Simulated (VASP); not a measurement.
# KTaO3 (Pm-3m) in VASP: notebook

One crystal, KTaO3, is run at these levels: PBEsol, PBE; tasks: relaxation of cell and atoms.

Everything below comes from runs of VASP 6.6.1. Logs are shortened: lines on timing, memory, paths and dates and some standing lists are left out, and cuts for length are marked.

**1. Starting point**

The structure is cubic, space group Pm-3m (No. 221). Conventional cell: a = 3.989 Å, b = 3.989 Å, c = 3.989 Å, α = 90.00°, β = 90.00°, γ = 90.00°. Around K (site symmetry m-3m) lie 12 O at 2.82 Å. Ta (site symmetry m-3m) is surrounded by 6 O at 1.99 Å. Around O (site symmetry 4/mmm) lie 2 Ta at 1.99 Å.

**2. Relaxation of cell and atoms, PBEsol**

The input, INCAR:

```
SYSTEM = KTaO3
  ALGO = Normal
  EDIFF = 1E-7
  EDIFFG = -0.005
  ENCUT = 600
  GGA = PS
  IBRION = 2
  ISIF = 3
  ISMEAR = 0
  LASPH = .True.
  LCHARG = .False.
  LREAL = .False.
  LWAVE = .False.
  NELM = 80
  NSW = 90
  PREC = Accurate
  SIGMA = 0.03
```

The input, KPOINTS:

```
k-points
0
Gamma
  8 8 8
  0 0 0
```

The input, POSCAR:

```
KTaO3                                   
1.0
    3.9890690679      0.0000000000      0.0000000000
    0.0000000000      3.9890690679     -0.0000000000
    0.0000000000     -0.0000000000      3.9890690679
  K               Ta              O             
     1     1     3
Direct
     0.5000000000000000    0.5000000000000000    0.5000000000000000
     0.0000000000000000    0.0000000000000000    0.0000000000000000
     0.5000000000000000    0.0000000000000000    0.0000000000000000
     0.0000000000000000    0.5000000000000000    0.0000000000000000
     0.0000000000000000    0.0000000000000000    0.5000000000000000
```

Potentials or basis: VASP PAW PBE potentials, release 64 (K_sv, Ta_pv, O).

Command:

```
> cat potpaw_PBE.64/K_sv/POTCAR potpaw_PBE.64/Ta_pv/POTCAR potpaw_PBE.64/O/POTCAR > POTCAR
> mpirun -np 1 vasp_std > vasp.out
```

OUTCAR:

```text
SYSTEM = KTaO3
   EDIFF = 1E-7
   EDIFFG = -0.005
   ENCUT = 600
   GGA = PS
   IBRION = 2
   ISIF = 3
   ISMEAR = 0
   LASPH = .True.
   LREAL = .False.
   NELM = 80
   NSW = 90
   PREC = Accurate

 ion  position               nearest neighbor table
   1  0.500  0.500  0.500-   3 2.82   4 2.82   5 2.82   3 2.82   4 2.82   3 2.82   5 2.82   3 2.82
                             4 2.82   5 2.82   4 2.82   5 2.82   2 3.45   2 3.45   2 3.45   2 3.45
   2  0.000  0.000  0.000-   3 1.99   4 1.99   5 1.99   5 1.99   4 1.99   3 1.99   1 3.45   1 3.45
                             1 3.45   1 3.45   1 3.45   1 3.45   1 3.45   1 3.45
   3  0.500  0.000  0.000-   2 1.99   2 1.99   1 2.82   1 2.82   1 2.82   1 2.82
   4  0.000  0.500  0.000-   2 1.99   2 1.99   1 2.82   1 2.82   1 2.82   1 2.82
   5  0.000  0.000  0.500-   2 1.99   2 1.99   1 2.82   1 2.82   1 2.82   1 2.82

  LATTYP: Found a simple cubic cell.
 ALAT       =     3.9890690679

  Lattice vectors:

 A1 = (   3.9890690679,   0.0000000000,   0.0000000000)
 A2 = (   0.0000000000,   3.9890690679,   0.0000000000)
 A3 = (   0.0000000000,   0.0000000000,   3.9890690679)

Analysis of symmetry for initial positions (statically):
=====================================================================
 Subroutine PRICEL returns:
 Original cell was already a primitive cell.

 Routine SETGRP: Setting up the symmetry group for a
 simple cubic supercell.

 Subroutine GETGRP returns: Found 48 space group operations
 (whereof 48 operations were pure point group operations)
 out of a pool of 48 trial point group operations.

The static configuration has the point symmetry O_h .

Analysis of symmetry for dynamics (positions and initial velocities):
=====================================================================
 Subroutine PRICEL returns:
 Original cell was already a primitive cell.

 Routine SETGRP: Setting up the symmetry group for a
 simple cubic supercell.

 Subroutine GETGRP returns: Found 48 space group operations
 (whereof 48 operations were pure point group operations)
 out of a pool of 48 trial point group operations.

The dynamic configuration has the point symmetry O_h .

 Subroutine INISYM returns: Found 48 space group operations
 (whereof 48 operations are pure point group operations),
 and found     1 'primitive' translations

----------------------------------------------------------------------------------------

                                     Primitive cell

  volume of cell :      63.4767

  direct lattice vectors                    reciprocal lattice vectors
     3.989069068  0.000000000  0.000000000     0.250685055  0.000000000  0.000000000
[... 101 lines left out ...]
   TEBEG  =    0.0;   TEEND  =   0.0 temperature during run
   PSTRESS=    0.0 pullay stress
   NELECT =      38.0000    total number of electrons
   NUPDOWN=      -1.0000    fix difference up-down
   EMIN   =  10.00;   EMAX   =-10.00  energy-range for DOS
   EFERMI =   0.00;   METHOD = LEGACY
   ISMEAR =     0;   SIGMA  =   0.03  broadening in eV -4-tet -1-fermi 0-gaus
   EFERMI_NEDOS =   21; number of points for ismear=-14 and -15
   IALGO  =     38    algorithm
   IMIX   =      4    mixing-type and parameters
     AMIX     =   0.40;   BMIX     =  1.00
     AMIX_MAG =   1.60;   BMIX_MAG =  1.00
  volume/ion in A,a.u.               =      12.70        85.67
  Fermi-wavevector in a.u.,A,eV,Ry     =   1.379742  2.607334 25.901238  1.903687
  Thomas-Fermi vector in A             =   2.504683
   LORBIT       =      0    0 simple, 1 ext, 2 COOP (PROOUT), +10 PAW based schemes
   GGA     = PS    functional components
   LHFCALC =     F    Hartree Fock is set to
   AEXX    =    0.0000 exact exchange contribution
   IVDW    =     0    specifies the selected vdW correction
   LEPSILON=     F    determine dielectric tensor
   LRPA    =     F    only Hartree local field effects (RPA)
 conjugate gradient relaxation of ions
 non-spin polarized calculation
 Gauss-broadening in eV      SIGMA  =   0.03
  energy-cutoff  :      600.00
  volume of cell :       63.48
 maximum number of plane-waves:      2176
 NGX is ok and might be reduce to    32
   NGX = 15   NGY = 15   NGZ = 15

 number of electron      37.9999991 magnetization

 Free energy of the ion-electron system (eV)
  ---------------------------------------------------
  ext. energy  EPLUGINS =         0.00000000
  ---------------------------------------------------
  free energy    TOTEN  =       -42.92852646 eV

  energy without entropy =      -42.92852646  energy(sigma->0) =      -42.92852646

 E-fermi :   1.7940     XC(G=0): -11.1361

 val. band max:        1.6569339663   @ k =   0.5000   0.5000   0.5000
 cond. band min:       3.7423384666   @ k =   0.0000   0.0000   0.0000
 fundamental gap:      2.0854045003
 Fermi energy:         1.7939796750

 k-point     1 :       0.0000    0.0000    0.0000
  band No.  band energies     occupation
      1     -32.4081      2.00000
      2     -32.4081      2.00000
      3     -32.4081      2.00000
      4     -25.4601      2.00000
      5     -15.8260      2.00000
      6     -15.0987      2.00000
[... 613 lines left out ...]
     22       7.7032      0.00000
     23       9.9772      0.00000

 [... further k-points ...]

------------------------ aborting loop because EDIFF is reached ----------------------------------------

  FORCE on cell =-STRESS in cart. coord.  units (eV):
  Direction    XX          YY          ZZ          XY          YZ          ZX
  --------------------------------------------------------------------------------------
  -------------------------------------------------------------------------------------
  Total        0.0047518      0.0047518      0.0047518      0.0000000      0.0000000     -0.0000000
  in kB        0.1199360      0.1199360      0.1199360      0.0000000      0.0000000     -0.0000000
  external PRESSURE =       0.1199360 kB  Pullay stress =       0.0000000 kB

 VOLUME and BASIS-vectors are now :
 -----------------------------------------------------------------------------
  energy-cutoff  :      600.00
  volume of cell :       63.48
      direct lattice vectors                 reciprocal lattice vectors
     3.989069068  0.000000000  0.000000000     0.250685055  0.000000000  0.000000000
     0.000000000  3.989069068  0.000000000     0.000000000  0.250685055  0.000000000
     0.000000000  0.000000000  3.989069068     0.000000000  0.000000000  0.250685055

 POSITION                                       TOTAL-FORCE (eV/Angst)
 -----------------------------------------------------------------------------------
      1.99453      1.99453      1.99453         0.000000      0.000000      0.000000
      0.00000      0.00000      0.00000         0.000000      0.000000      0.000000
      1.99453      0.00000      0.00000         0.000000      0.000000      0.000000
      0.00000      1.99453      0.00000         0.000000      0.000000      0.000000
      0.00000      0.00000      1.99453         0.000000      0.000000      0.000000
 -----------------------------------------------------------------------------------
    total drift:                                0.000000      0.000000     -0.000000

  FREE ENERGIE OF THE ION-ELECTRON SYSTEM (eV)
  ---------------------------------------------------
  free  energy   TOTEN  =       -42.9285264612 eV

  energy  without entropy=      -42.9285264612  energy(sigma->0) =      -42.92852646

 reached required accuracy - stopping structural energy minimisation
```

OSZICAR:

```text
N       E                     dE             d eps       ncg     rms          rms(c)
DAV:   1     0.361178739551E+03    0.36118E+03   -0.22915E+04  1610   0.185E+03
DAV:   2    -0.303857436012E+02   -0.39156E+03   -0.38470E+03  2041   0.479E+02
DAV:   3    -0.499355278918E+02   -0.19550E+02   -0.19507E+02  2113   0.106E+02
DAV:   4    -0.507338001716E+02   -0.79827E+00   -0.79783E+00  2843   0.134E+01
DAV:   5    -0.507385843316E+02   -0.47842E-02   -0.47841E-02  2095   0.994E-01    0.338E+01
DAV:   6    -0.431920366966E+02    0.75465E+01   -0.39281E+01  2028   0.443E+01    0.139E+01
DAV:   7    -0.430030693341E+02    0.18897E+00   -0.21212E+00  2128   0.997E+00    0.894E+00
DAV:   8    -0.429380725151E+02    0.64997E-01   -0.37912E-01  2079   0.535E+00    0.157E+00
DAV:   9    -0.429293703942E+02    0.87021E-02   -0.29823E-02  2123   0.133E+00    0.221E-01
DAV:  10    -0.429284676215E+02    0.90277E-03   -0.83419E-03  2292   0.674E-01    0.481E-02
DAV:  11    -0.429285060544E+02   -0.38433E-04   -0.43173E-04  2187   0.162E-01    0.345E-02
DAV:  12    -0.429285275853E+02   -0.21531E-04   -0.34381E-05  2391   0.459E-02    0.935E-03
DAV:  13    -0.429285265043E+02    0.10810E-05   -0.63894E-06  2062   0.184E-02    0.605E-03
DAV:  14    -0.429285264612E+02    0.43100E-07   -0.54252E-07  2191   0.519E-03
   1 F= -.42928526E+02 E0= -.42928526E+02  d E =-.429285E+02
```

It took 45 s on 1 thread of AMD EPYC 7R13 (Zen 3), shared host; peak memory 0.18 GiB.

Results:

| Item | Value |
| --- | --- |
| Free energy | -42.9285 eV |
| Pressure after relaxing | 0.0 GPa |
| Band gap on the k mesh | 2.09 eV, indirect (least direct gap 2.71 eV) |

Final structure:
```yaml
crystal:
  lattice:
    - [3.98907, 0.00000, 0.00000]
    - [0.00000, 3.98907, 0.00000]
    - [0.00000, 0.00000, 3.98907]
  atoms:
    - { symbol: K, position: [0.50000, 0.50000, 0.50000] }
    - { symbol: Ta, position: [0.00000, 0.00000, 0.00000] }
    - { symbol: O, position: [0.50000, 0.00000, 0.00000] }
    - { symbol: O, position: [0.00000, 0.50000, 0.00000] }
    - { symbol: O, position: [0.00000, 0.00000, 0.50000] }
```

Levels at points of the mesh, in eV from the valence-band top:
```csv
k point,band 16,band 17,band 18,band 19,band 20,band 21,band 22,band 23
"(0.00, 0.00, 0.00)",-1.07,-0.62,-0.62,-0.62,2.09,2.09,2.09,6.44
"(0.50, 0.00, 0.00)",-2.18,-1.55,-0.85,-0.85,2.25,4.98,4.98,6.79
"(0.50, 0.50, 0.00)",-1.66,-1.45,-1.45,-0.04,5.02,5.02,6.31,7.63
"(0.50, 0.50, 0.50)",-3.94,0.00,0.00,0.00,6.45,6.45,6.45,8.80
```

Caveat: the relaxation stopped at its first step, so nothing moved; the PAW data sets were made with another functional, which shifts forces and pressure a little; spin-orbit coupling is left out, which moves the levels of the heavy elements.

**3. Relaxation of cell and atoms, PBE**

The input, INCAR:

```
SYSTEM = KTaO3
ALGO     = Normal         ! electronic algorithm
EDIFF    = 1E-6           ! SCF threshold, eV
EDIFFG   = -0.01          ! ionic threshold
ENCUT    = 300            ! plane-wave cutoff, eV
GGA      = PE             ! functional
IBRION   = 2              ! ionic algorithm
ISIF     = 3              ! what is computed and relaxed
ISMEAR   = 0              ! smearing method
LASPH    = .TRUE.         ! aspherical terms in the spheres
LCHARG   = .FALSE.        ! write CHGCAR
LREAL    = .FALSE.        ! projectors in reciprocal space
LWAVE    = .FALSE.        ! write WAVECAR
NELM     = 80             ! most SCF steps
NSW      = 90             ! ionic steps
PREC     = Accurate       ! precision mode
SIGMA    = 0.03           ! smearing width, eV
```

The input, KPOINTS:

```
k-points
0
G
  4 4 4
  0 0 0
```

The input, POSCAR:

```
KTaO3
1.0
    3.9883000000      0.0000000000      0.0000000000
    0.0000000000      3.9883000000      0.0000000000
    0.0000000000      0.0000000000      3.9883000000
K Ta O
1 1 3
Direct
    0.5000000000      0.5000000000      0.5000000000
    0.0000000000      0.0000000000      0.0000000000
    0.5000000000      0.0000000000      0.0000000000
    0.0000000000      0.5000000000      0.0000000000
    0.0000000000      0.0000000000      0.5000000000
```

Potentials or basis: VASP PAW PBE potentials, release 64 (K_sv, Ta_pv, O_s).

Command:

```
> cat potpaw_PBE.64/K_sv/POTCAR potpaw_PBE.64/Ta_pv/POTCAR potpaw_PBE.64/O_s/POTCAR > POTCAR
> mpirun -np 1 vasp_std > vasp.out
```

Wall time 20 s (1 thread of AMD EPYC 7R13 (Zen 3), shared host); peak memory 0.11 GiB.

The run converged, but some of its settings lie outside the range that counts as converged, so its numbers aren't taken as properties of the crystal.

What came out:

* Free energy: -41.0107 eV
* Relaxed volume: 12.96 Å³/atom
* Relaxed cell: a = 4.016 Å, b = 4.016 Å, c = 4.016 Å, α = 90.00°, β = 90.00°, γ = 90.00°
* Space group after relaxing (to 0.05 Å): Pm-3m (No. 221)
* Energy gained by relaxing: 3.8 meV/atom
* Ionic steps: 3
* Band gap on the k mesh: 2.11 eV, indirect (least direct gap 2.75 eV)

Caveat: the cutoff is under 1.25 times the usual one of these potentials, so pressure, stress and relaxed cells hold a basis-set (Pulay) error; spin-orbit coupling is left out, which moves the levels of the heavy elements.

(Part 1 of 2 ends here.)
